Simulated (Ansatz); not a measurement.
Theory: Ansatz 0.2.0, DFT PBE, scalar-relativistic, plane waves, PAW. All cells share a 420 eV cutoff and Γ-centred k meshes spaced at most about 0.3 Å⁻¹ (about 0.25 or finer for metals, 2π included). No spin polarisation.

Temperature and zero-point effects are left out.

Compare these two cells of Zr7B, each relaxed at this level.

1.

Space group R-3:H (No. 148). a = 8.658 Å, b = 8.658 Å, c = 8.052 Å, α = 90.00°, β = 90.00°, γ = 120.00°
```tsv
atom	site	symmetry	x	y	z
Zr	18f	1	0.2789	0.4228	0.4994
Zr	3b	-3.	0.0000	0.0000	0.5000
B	3a	-3.	0.0000	0.0000	0.0000
```

2.

Space group R-3m:H (No. 166). a = 8.883 Å, b = 8.883 Å, c = 7.840 Å, α = 90.00°, β = 90.00°, γ = 120.00°
| atom | site | symmetry | x | y | z |
| --- | --- | --- | --- | --- | --- |
| Zr | 18h | .m | 0.8736 | 0.1264 | 0.3419 |
| Zr | 3a | -3m | 0.0000 | 0.0000 | 0.0000 |
| B | 3b | -3m | 0.0000 | 0.0000 | 0.5000 |

**Question.** Which is lower in energy, and by how much?

**Answer.** Cell 1 is lower, by 86 meV/atom. Cell 1 has space group R-3 (No. 148), 21.8 Å³/atom and no gap on its mesh; cell 2 has space group R-3m (No. 166), 22.3 Å³/atom and no gap. In cell 1, around Zr on a site of symmetry 1 lie 1 B at 2.34 Å and 12 Zr at 3.21–3.37 Å; Zr on a site of symmetry -3 is surrounded by 12 Zr at 3.22–3.30 Å; B has 6 Zr at 2.34 Å. In cell 2, Zr on a site of symmetry m has 1 B at 2.31 Å, 9 Zr at 3.01–3.37 Å and 4 Zr at 3.82 Å; Zr on a site of symmetry -3m has 12 Zr at 3.18–3.31 Å and 2 B at 3.92 Å; B has 6 Zr at 2.31 Å and 2 Zr at 3.92 Å. Both come from invented guesses. The lowest form computed isn't among them: it has space group P-3m1 (No. 164), 21.7 Å³/atom and lies 29 meV/atom below the best shown.

Cells relaxed within their symmetry can be saddle points. Some structure types and database cells were kept out of the candidates from the start, so a known form may be missing.
